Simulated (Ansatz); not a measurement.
ZnSe (Stilleite):

```xyz
2
Lattice="0.0000 2.8338 2.8338 2.8338 0.0000 2.8338 2.8338 2.8338 0.0000" Properties=species:S:1:pos:R:3 pbc="T T T"
Se    4.2507    4.2507    4.2507
Zn    0.0000    0.0000    0.0000
```

A run of Ansatz 0.2.0 on this cell left the log below. Logs are shortened: lines on timing, memory, paths and dates and some standing lists are left out, and cuts for length are marked.

```text
Warning: output.stress: scf.convergence.dr2_threshold = 1e-7 eV (the SCF's general default) is looser than the 2e-10 eV advised for a printed stress (1e-10 eV for each atom of the cell: 2). What an SCF threshold leaves in a stress goes as its square root, and in the free energy as the threshold itself, and one threshold admits the most on a small cell: of the crystals measured, under no hybrid functional and no lock of the moments, on runs that ended without the residual-converged pass, on stresses that held no estimate of that error, the worst erred by over 100 MPa in a component at 1e-7 eV an atom and by under 5 at 1e-10. Set scf.convergence.dr2_threshold to 2e-10 eV or tighter. The threshold is an SCF's pass mark: one that does not reach it within its budget of iterations ends unconverged, or closes short of it on a stop that the run arms, and scf.convergence.dr2_threshold's page says what that costs each kind of run
Warning: output.stress: scf.exx.energy_threshold = 1e-6 eV is looser than the 2e-8 eV advised for a stress under a hybrid functional (1e-8 eV for each atom of the cell: 2). Every SCF of the exchange loop can meet its threshold on dr2 while the loop round them stops early: no threshold on dr2 bounds what that leaves in the stress. Set scf.exx.energy_threshold to 2e-8 eV or tighter. The threshold is the loop's pass mark: a loop that does not reach it within its budget of cycles ends unconverged, and scf.exx.energy_threshold's page has the law
Warning: RAYON_NUM_THREADS=2 ignored (pool sized by the plan → 2); use --threads N
Engine: ansatz 0.2.0, x86_64-unknown-linux-gnu
Pseudopotentials: kind: paw_fr
Pseudopotential: Se, paw_fr, valence charge 16, recommended cutoff 420 eV (normal), Se.paw.azcp#standard-fr
Pseudopotential: Zn, paw_fr, valence charge 12, recommended cutoff 420 eV (normal), Zn.paw.azcp#standard-fr
Functional definition: PBE0
  parameter a = 0.25
  parameter kappa = 0.804
  parameter beta = 0.06672455060314922
  exchange = (1 - a)*pbe_x(kappa = kappa, mu = beta*pi^2/3) + a*exact_x
  correlation = pbe_c(beta = beta)
non-collinear run that drives no moment, with spin-orbit: no starting moment large enough to seed its density (crystal.atoms[].spin), no starting occupations that ask for one, no magnetisation constraint and no magnetic field, so the semilocal B_xc is pinned to zero
Crystal: 2 atoms, lattice volume = 45.513 Å³
Basis set: ecut = 420 eV, 893 PW (Γ), exchange–correlation on 54×54×54 points (8 copies of the dense FFT grid, shifted against one another)
[... 65 lines left out ...]
  E_nonlocal   = 23.003998
  E_hartree    = 2044.707895
  E_xc         = -185.159823
  E_vxc        = -115.647096  (∫ρ·V_xc dr)
  E_exx        = -121.794705  (= α·E_x^exact, valence–valence)
  E_paw        = -3676.665364  (= ΣΔE_a)
  E_vpaw       = -66.384864  (= ΣTr[D̂ρ^β])
  E_aug_tail   = -0.000895  (compensation charges beyond the density's cutoff)
  E_ewald      = -2720.942845
  E_core_change = -0.511979  (= ΣΔE_core)
  E_smearing   = -0.000000  (= −TS)
  E_closure    = -0.000000  (closes the sum)
  Σ components = -8789.784656   (vs F -8789.784656, Δ=0.00e0)
--- Forces (eV/Å), atoms counted from 1 ---
  atom   1  Se     0.00000000    -0.00000000     0.00000000
  atom   2  Zn    -0.00000000     0.00000000     0.00000000
  max |Σ_I F_I| component: 2.31e-16 eV/Å
--- Stress (GPa, compression-positive) ---
        1.266459      -0.000000      -0.000000
       -0.000000       1.266459       0.000000
       -0.000000       0.000000       1.266459
  P = ⅓ Tr σ = 1.2665 GPa (12.665 kbar)
--- Band table (eV; the first three rows and the last of 8) ---
  k-point 0: bands = ["-45.1305", "-45.1305", "-45.1305", "-45.1305", "-44.2204", "-44.2204", "-44.2173", "-44.2173", "-44.2173", "-44.2173", "-8.6295", "-8.6295", "-2.6684", "-2.6684", "-2.6684", "-2.6684", "-2.4094", "-2.4094", "-2.1412", "-2.1412", "-2.1412", "-2.1412", "5.4933", "5.4933", "5.9278", "5.9278", "5.9278", "5.9278", "8.8834", "8.8834", "13.3526", "13.3526", "13.4988", "13.4988", "13.4988", "13.4988"]
  k-point 1: bands = ["-45.1304", "-45.1304", "-45.1304", "-45.1304", "-44.2203", "-44.2203", "-44.2173", "-44.2173", "-44.2173", "-44.2172", "-8.2307", "-8.2307", "-2.6615", "-2.6298", "-2.5752", "-2.5752", "-2.3442", "-2.3442", "-2.1439", "-2.1439", "-2.1370", "-2.0997", "2.5068", "2.5068", "5.1461", "5.1461", "5.4102", "5.4217", "10.3629", "10.3629", "14.0661", "14.0661", "14.1611", "14.1620", "14.2469", "14.2469"]
  k-point 2: bands = ["-45.1304", "-45.1304", "-45.1303", "-45.1303", "-44.2202", "-44.2202", "-44.2172", "-44.2172", "-44.2172", "-44.2172", "-7.7619", "-7.7619", "-2.6307", "-2.6307", "-2.4056", "-2.4056", "-2.2818", "-2.2818", "-2.0848", "-2.0848", "-1.9280", "-1.9280", "0.1720", "0.1720", "4.7251", "4.7251", "4.9880", "4.9880", "10.1328", "10.1328", "13.9708", "13.9708", "14.0313", "14.0313", "16.2230", "16.2230"]
  k-point 7: bands = ["-45.1304", "-45.1303", "-45.1303", "-45.1303", "-44.2202", "-44.2202", "-44.2172", "-44.2172", "-44.2172", "-44.2171", "-7.4686", "-7.4676", "-2.5642", "-2.5399", "-2.5010", "-2.3078", "-2.2649", "-2.1877", "-2.1212", "-2.0964", "-1.8513", "-1.7662", "0.7301", "0.8640", "2.6252", "2.8253", "2.9917", "2.9934", "12.8996", "12.9203", "13.3461", "13.4977", "14.6770", "14.7478", "15.2529", "15.2819"]
```

Question: Write the input and the command behind it.

Answer: Single point with PBE0, spin-orbit coupling, no magnetisation. The files as run (others can give the same):

input.yaml
```yaml
crystal:
  lattice:
    - [0.0, 2.8338, 2.8338]
    - [2.8338, 0.0, 2.8338]
    - [2.8338, 2.8338, 0.0]
  atoms:
    - { symbol: Se, position: [0.75, 0.75, 0.75] }
    - { symbol: Zn, position: [0.0, 0.0, 0.0] }
hamiltonian:
  xc: pbe0
  pseudopotentials: { kind: paw_fr }
magnetization:
  noncollinear: true
  spin_orbit: true
kpoints:
  mp_grid: { grid: [4, 4, 4] }
scf:
  occupations: { method: fermi_dirac, width: 0.05 }
output:
  forces: true
  stress: true
  eigenvalues: true
```

Potentials or basis: Ansatz PAW.
Command:
```sh
$ ansatz run input.yaml --threads 2 --pin off --max-ram 5632MiB --backend cpu --events-out ev --progress --plain --runs-dir out
```

Caveat: the k mesh is coarse (spacing up to 0.48 Å⁻¹), so the values aren't converged, least of all with exact exchange; the PAW data sets come from PBE, with cores solved anew for the run's functional, which leaves a small shift of forces and pressure; the thresholds are loose for stress.
